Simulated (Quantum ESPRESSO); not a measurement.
**Sb in Quantum ESPRESSO: the effect of target pressure**

The system is Sb.

```xyz
2
Lattice="3.1224 0.0000 0.0000 0.0000 4.3475 0.0000 -0.0389 0.0000 4.4059" Properties=species:S:1:pos:R:3 pbc="T T T"
Sb    0.0262    1.0869    1.0625
Sb    3.0573    3.2606    3.3433
```

This isn't the form of Sb at room conditions, which is rhombohedral.

Alike in all runs:

| Property | Result |
| --- | --- |
| Program | Quantum ESPRESSO 7.5 |
| Task | relaxation of cell and atoms |
| Functional | PBEsol |
| Potentials or basis | GBRV 1.5 PBEsol |
| Cutoff | 707 eV |
| Density cutoff | 5633 eV |
| k mesh | 8 × 5 × 5 |
| Occupations | fermi-dirac, width 0.05 eV |
| Spin | no spin polarisation |

Each run relaxes the cell or the atoms first.

```csv
target pressure,relaxed volume (Å³/atom)
0 GPa,28.68
2 GPa,27.87
5 GPa,26.86
10 GPa,25.45
20 GPa,23.37
30 GPa,?
```

Task: What does the run with target pressure 30 GPa give?

Result: Relaxed volume 21.97 Å³/atom.

Worked out: In Murnaghan's law V^(-B') rises as a straight line in P. The other rows fit best with B' = 3.3, V0 = 28.67 Å³/atom and B0 = 69 GPa, which gives 21.87 Å³/atom at 30 GPa, against the run's 21.97.

Caveats: the volume moved by over 15 % at a fixed basis, so the end points are rough (some runs).
